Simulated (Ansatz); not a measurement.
# WS₂: a line through a two-coordinate scan, part 2 of 2

One line of a two-coordinate grid on WS2 (P6_3/mmc, No. 194; 6 atoms in the cell): volume per atom at fixed shape is varied, at shift of S3 along [0 0 1] = 0.250 Å.

Ansatz 0.2.0; DFT PBEsol, scalar-relativistic, plane waves, PAW.

## 4. The run at (0.250 Å, 17.17 Å³)

The COD entry's cell or inner coordinates are ideal or old and differ from later refinements, so a difference from it is no clean test against experiment.

Input file input.yaml:

```yaml
crystal:
  lattice:
    - [3.0892743692, 0.0, 0.0]
    - [-1.5446371846, 2.675390083, 0.0]
    - [0.0, 0.0, 12.4667665245]
  atoms:
    - { symbol: W, position: [0.3333333333, 0.6666666667, 0.25] }
    - { symbol: W, position: [0.6666666667, 0.3333333333, 0.75] }
    - { symbol: S, position: [0.3333333333, 0.6666666667, 0.646238958] }
    - { symbol: S, position: [0.6666666667, 0.3333333333, 0.146238958] }
    - { symbol: S, position: [0.3333333333, 0.6666666667, 0.853761042] }
    - { symbol: S, position: [0.6666666667, 0.3333333333, 0.353761042] }
basis:
  ecutwfc: 420
kpoints:
  mp_grid: { grid: [12, 12, 2] }
hamiltonian:
  xc: pbesol
  pseudopotentials: { kind: paw, azcp: { folder: soft_1 } }
scf:
  occupations: { method: gaussian, width: 0.05 }
output:
  forces: true
  stress: true
  eigenvalues: true
```

Command:

```bash
$ ansatz run input.yaml --threads 2 --pin off --max-ram 4096MiB --backend cpu --events-out ev --progress --plain --runs-dir out
```

The log of the run, shortened:

```text
Warning: <dir> the record states the generating functional pbe (its physics header spells it `PBE`), which answers neither for hamiltonian.xc's functional nor for the pbesol family's — results may be inconsistent (PPs are generated against a specific XC)
[...]
Warning: RAYON_NUM_THREADS=2 ignored (pool sized by the plan → 2); use --threads N
[...]
Pseudopotentials: kind: paw
Pseudopotential: W, paw, valence charge 14, recommended cutoff 420 eV (normal), <dir>
Pseudopotential: S, paw, valence charge 6, recommended cutoff 420 eV (normal), <dir>
Functional definition: PBEsol
[...]
Crystal: 6 atoms, lattice volume = 103.038 Å³
Basis set: ecut = 420 eV, 2009 PW (Γ), exchange–correlation on 48×48×180 points (8 copies of the dense FFT grid, shifted against one another)
Bands: 32, of which v1, the nominal top of the filled ones, is band 26 counted from 1 (25 counted from 0)
Symmetry: 24 space group operations
Space group: P63/mmc (ITA 194), of the structure as read, at distance tolerance 4.7e-5 Å
k-points: 38 of 288
[...]
SCF iter   1: F=—  HF=-24056.761529 eV  |F-HF|=—  |Δ(HF+E_count)|=         —  Δρ=5.01e-2  dr2=4.15e0  ethr=3.10e-3  ⟨swp⟩=9.1  Hψ=7060  notcnv=0
[...]
SCF iter   8: F=-24055.500040 eV  HF=-24055.500040 eV  |F-HF|=7.36e-8  |Δ(HF+E_count)|=   1.56e-7  Δρ=7.81e-6  dr2=9.48e-8  ethr=1.92e-10  ⟨swp⟩=12.6  Hψ=7149  notcnv=0
[...]
SCF converged after 8 iterations
Free energy (F): -24055.500040 eV
[...]
E sigma→0 (E₀):  -24055.499897 eV
Entropy (-TS):   -0.000287 eV (-0.048 meV/atom)
Fermi energy:    12.504316 eV
[...]
--- Forces (eV/Å), atoms counted from 1 ---
  atom   1  W      0.00000000     0.00000000     0.00000000
  atom   2  W      0.00000000    -0.00000000     0.00000000
  atom   3  S      0.00000000     0.00000000    -8.74941761
  atom   4  S      0.00000000    -0.00000000    -8.74941761
  atom   5  S     -0.00000000     0.00000000     8.74941761
  atom   6  S     -0.00000000    -0.00000000     8.74941761
[...]
--- Stress (GPa, compression-positive) ---
       41.793688       0.000000       0.000000
       -0.000000      41.793688       0.000000
        0.000000       0.000000      69.859929
  P = ⅓ Tr σ = 51.1491 GPa (511.491 kbar)
--- Band table (eV; the first three rows and the last of 38) ---
[...]
```

It took 8.7 s on 2 threads of Arm Neoverse N1, shared host; peak memory 0.4 GiB.

That is 782 meV/atom from the zero.

## 5. Grid point (0.250 Å, 17.66 Å³)

Edit input.yaml of step 4 so:

```diff
@@ -2,5 +2,5 @@
   lattice:
-    - [3.0892743692, 0.0, 0.0]
-    - [-1.5446371846, 2.675390083, 0.0]
-    - [0.0, 0.0, 12.4667665245]
+    - [3.1180283786, 0.0, 0.0]
+    - [-1.5590141893, 2.7002917856, 0.0]
+    - [0.0, 0.0, 12.5828033276]
   atoms:
```

Command:

```bash
$ ansatz run input.yaml --threads 2 --pin off --max-ram 4096MiB --backend cpu --events-out ev --progress --plain --runs-dir out
```

The log of the run, shortened:

```text
Warning: <dir> the record states the generating functional pbe (its physics header spells it `PBE`), which answers neither for hamiltonian.xc's functional nor for the pbesol family's — results may be inconsistent (PPs are generated against a specific XC)
[...]
Warning: RAYON_NUM_THREADS=2 ignored (pool sized by the plan → 2); use --threads N
[...]
Pseudopotentials: kind: paw
Pseudopotential: W, paw, valence charge 14, recommended cutoff 420 eV (normal), <dir>
Pseudopotential: S, paw, valence charge 6, recommended cutoff 420 eV (normal), <dir>
Functional definition: PBEsol
[...]
Crystal: 6 atoms, lattice volume = 105.942 Å³
Basis set: ecut = 420 eV, 2059 PW (Γ), exchange–correlation on 48×48×180 points (8 copies of the dense FFT grid, shifted against one another)
Bands: 32, of which v1, the nominal top of the filled ones, is band 26 counted from 1 (25 counted from 0)
Symmetry: 24 space group operations
Space group: P63/mmc (ITA 194), of the structure as read, at distance tolerance 4.7e-5 Å
k-points: 38 of 288
[...]
SCF iter   1: F=—  HF=-24057.505424 eV  |F-HF|=—  |Δ(HF+E_count)|=         —  Δρ=4.83e-2  dr2=3.79e0  ethr=3.10e-3  ⟨swp⟩=9.2  Hψ=7057  notcnv=0
[...]
SCF iter   9: F=-24056.347531 eV  HF=-24056.347531 eV  |F-HF|=3.16e-9  |Δ(HF+E_count)|=   3.88e-8  Δρ=1.63e-6  dr2=4.30e-9  ethr=1.92e-10  ⟨swp⟩=13.5  Hψ=6060  notcnv=0
[...]
SCF converged after 9 iterations
Free energy (F): -24056.347531 eV
[...]
E sigma→0 (E₀):  -24056.347366 eV
Entropy (-TS):   -0.000330 eV (-0.055 meV/atom)
Fermi energy:    12.025007 eV
[...]
--- Forces (eV/Å), atoms counted from 1 ---
  atom   1  W     -0.00000000     0.00000000     0.00000000
  atom   2  W     -0.00000000    -0.00000000     0.00000000
  atom   3  S      0.00000000     0.00000000    -7.77796142
  atom   4  S      0.00000000    -0.00000000    -7.77796142
  atom   5  S      0.00000000     0.00000000     7.77796142
  atom   6  S      0.00000000    -0.00000000     7.77796142
[...]
--- Stress (GPa, compression-positive) ---
       33.366014       0.000000       0.000000
        0.000000      33.366014      -0.000000
        0.000000      -0.000000      60.894649
  P = ⅓ Tr σ = 42.5422 GPa (425.422 kbar)
--- Band table (eV; the first three rows and the last of 38) ---
[...]
```

It took 9.3 s on 2 threads of Arm Neoverse N1, shared host; peak memory 0.41 GiB.

Energy on the map's scale: 640 meV/atom.

## 6. Grid point (0.250 Å, 18.14 Å³)

Edit input.yaml of step 5 so:

```diff
@@ -2,5 +2,5 @@
   lattice:
-    - [3.1180283786, 0.0, 0.0]
-    - [-1.5590141893, 2.7002917856, 0.0]
-    - [0.0, 0.0, 12.5828033276]
+    - [3.1462408358, 0.0, 0.0]
+    - [-1.5731204179, 2.7247244902, 0.0]
+    - [0.0, 0.0, 12.6966546967]
   atoms:
```

Command:

```bash
$ ansatz run input.yaml --threads 2 --pin off --max-ram 4096MiB --backend cpu --events-out ev --progress --plain --runs-dir out
```

The log of the run, shortened:

```text
Warning: <dir> the record states the generating functional pbe (its physics header spells it `PBE`), which answers neither for hamiltonian.xc's functional nor for the pbesol family's — results may be inconsistent (PPs are generated against a specific XC)
[...]
Warning: RAYON_NUM_THREADS=2 ignored (pool sized by the plan → 2); use --threads N
[...]
Pseudopotentials: kind: paw
Pseudopotential: W, paw, valence charge 14, recommended cutoff 420 eV (normal), <dir>
Pseudopotential: S, paw, valence charge 6, recommended cutoff 420 eV (normal), <dir>
Functional definition: PBEsol
[...]
Crystal: 6 atoms, lattice volume = 108.844 Å³
Basis set: ecut = 420 eV, 2107 PW (Γ), exchange–correlation on 48×48×180 points (8 copies of the dense FFT grid, shifted against one another)
Bands: 32, of which v1, the nominal top of the filled ones, is band 26 counted from 1 (25 counted from 0)
Symmetry: 24 space group operations
Space group: P63/mmc (ITA 194), of the structure as read, at distance tolerance 4.8e-5 Å
k-points: 38 of 288
[...]
SCF iter   1: F=—  HF=-24058.114397 eV  |F-HF|=—  |Δ(HF+E_count)|=         —  Δρ=4.66e-2  dr2=3.48e0  ethr=3.10e-3  ⟨swp⟩=9.0  Hψ=6929  notcnv=0
[...]
SCF iter   8: F=-24057.047795 eV  HF=-24057.047795 eV  |F-HF|=4.02e-9  |Δ(HF+E_count)|=   1.96e-7  Δρ=3.23e-6  dr2=1.12e-8  ethr=1.92e-10  ⟨swp⟩=13.7  Hψ=6618  notcnv=0
[...]
SCF converged after 8 iterations
Free energy (F): -24057.047795 eV
[...]
E sigma→0 (E₀):  -24057.047606 eV
Entropy (-TS):   -0.000378 eV (-0.063 meV/atom)
Fermi energy:    11.564564 eV
[...]
--- Forces (eV/Å), atoms counted from 1 ---
  atom   1  W      0.00000000     0.00000000     0.00000000
  atom   2  W      0.00000000    -0.00000000     0.00000000
  atom   3  S     -0.00000000     0.00000000    -6.88821455
  atom   4  S     -0.00000000    -0.00000000    -6.88821455
  atom   5  S     -0.00000000     0.00000000     6.88821455
  atom   6  S     -0.00000000    -0.00000000     6.88821455
[...]
--- Stress (GPa, compression-positive) ---
       25.963790      -0.000000       0.000000
        0.000000      25.963790       0.000000
        0.000000       0.000000      52.901792
  P = ⅓ Tr σ = 34.9431 GPa (349.431 kbar)
--- Band table (eV; the first three rows and the last of 38) ---
[...]
```

Run time: 8.1 s. Hardware: 2 threads of Arm Neoverse N1, shared host; peak memory 0.41 GiB.

That is 524 meV/atom from the zero.

## 7. Grid point (0.250 Å, 19.59 Å³)

Edit input.yaml of step 6 so:

```diff
@@ -2,5 +2,5 @@
   lattice:
-    - [3.1462408358, 0.0, 0.0]
-    - [-1.5731204179, 2.7247244902, 0.0]
-    - [0.0, 0.0, 12.6966546967]
+    - [3.2280036364, 0.0, 0.0]
+    - [-1.6140018182, 2.7955331526, 0.0]
+    - [0.0, 0.0, 13.0266084735]
   atoms:
```

Command:

```bash
$ ansatz run input.yaml --threads 2 --pin off --max-ram 4096MiB --backend cpu --events-out ev --progress --plain --runs-dir out
```

The log of the run, shortened:

```text
Warning: <dir> the record states the generating functional pbe (its physics header spells it `PBE`), which answers neither for hamiltonian.xc's functional nor for the pbesol family's — results may be inconsistent (PPs are generated against a specific XC)
[...]
Warning: RAYON_NUM_THREADS=2 ignored (pool sized by the plan → 2); use --threads N
[...]
Pseudopotentials: kind: paw
Pseudopotential: W, paw, valence charge 14, recommended cutoff 420 eV (normal), <dir>
Pseudopotential: S, paw, valence charge 6, recommended cutoff 420 eV (normal), <dir>
Functional definition: PBEsol
[...]
Crystal: 6 atoms, lattice volume = 117.552 Å³
Basis set: ecut = 420 eV, 2323 PW (Γ), exchange–correlation on 48×48×180 points (8 copies of the dense FFT grid, shifted against one another)
Bands: 32, of which v1, the nominal top of the filled ones, is band 26 counted from 1 (25 counted from 0)
Symmetry: 24 space group operations
Space group: P63/mmc (ITA 194), of the structure as read, at distance tolerance 4.9e-5 Å
k-points: 38 of 288
[...]
SCF iter   1: F=—  HF=-24059.283363 eV  |F-HF|=—  |Δ(HF+E_count)|=         —  Δρ=4.27e-2  dr2=2.67e0  ethr=3.10e-3  ⟨swp⟩=8.7  Hψ=6812  notcnv=0
[...]
SCF iter   8: F=-24058.429619 eV  HF=-24058.429619 eV  |F-HF|=3.95e-8  |Δ(HF+E_count)|=   3.04e-8  Δρ=5.07e-6  dr2=4.88e-8  ethr=1.92e-10  ⟨swp⟩=13.4  Hψ=6542  notcnv=0
[...]
SCF converged after 8 iterations
Free energy (F): -24058.429619 eV
[...]
E sigma→0 (E₀):  -24058.429422 eV
Entropy (-TS):   -0.000394 eV (-0.066 meV/atom)
Fermi energy:    10.295452 eV
[...]
--- Forces (eV/Å), atoms counted from 1 ---
  atom   1  W     -0.00000000     0.00000000     0.00000000
  atom   2  W     -0.00000000    -0.00000000     0.00000000
  atom   3  S      0.00000000     0.00000000    -4.63479428
  atom   4  S     -0.00000000    -0.00000000    -4.63479428
  atom   5  S      0.00000000     0.00000000     4.63479428
  atom   6  S      0.00000000    -0.00000000     4.63479428
[...]
--- Stress (GPa, compression-positive) ---
        8.648509      -0.000000       0.000000
        0.000000       8.648509       0.000000
        0.000000       0.000000      33.669764
  P = ⅓ Tr σ = 16.9889 GPa (169.889 kbar)
--- Band table (eV; the first three rows and the last of 38) ---
[...]
```

Wall time 9 s (2 threads of Arm Neoverse N1, shared host); peak memory 0.42 GiB.

That is 293 meV/atom from the zero.

## 8. Results

What follows sums up all 2 parts.

| volume per atom at fixed shape (Å³) | step | energy (meV/atom) | slope (meV/atom per Å³) | pressure (GPa) | largest force on an atom (eV/Å) |
| --- | --- | --- | --- | --- | --- |
| 16.69 | 3 | 951 | −380 | 60.9 | 9.81 |
| 17.17 | 4 | 782 | −319 | 51.1 | 8.75 |
| 17.66 | 5 | 640 | −266 | 42.5 | 7.78 |
| 18.14 | 6 | 524 | −218 | 34.9 | 6.89 |
| 18.62 | – | 429 | −176 | 28.2 | 6.07 |
| 19.11 | – | 353 | −139 | 22.3 | 5.32 |
| 19.59 | 7 | 293 | −106 | 17.0 | 4.63 |

Energies count from the relaxed crystal. Rows without a step come from runs not printed here or follow by symmetry. Slopes come from the forces (and the stress, where the cell changes), not from differences of energies.

What this shows: Along this line the energy keeps falling to 19.59 Å³, the edge of the range. The highest point computed, at 16.69 Å³, lies 657 meV/atom above the lowest. This is one cut through a surface in two coordinates; the map's lowest point lies off it. The gap on the mesh closes on part of the grid. The runs treat W without spin-orbit coupling.

These are semilocal Kohn-Sham gaps, which aren't the measured quantity. Such gaps usually fall short of the measured ones. The cell is layered and no dispersion term is used, so the spacing and stiffness across the layers are uncertain.
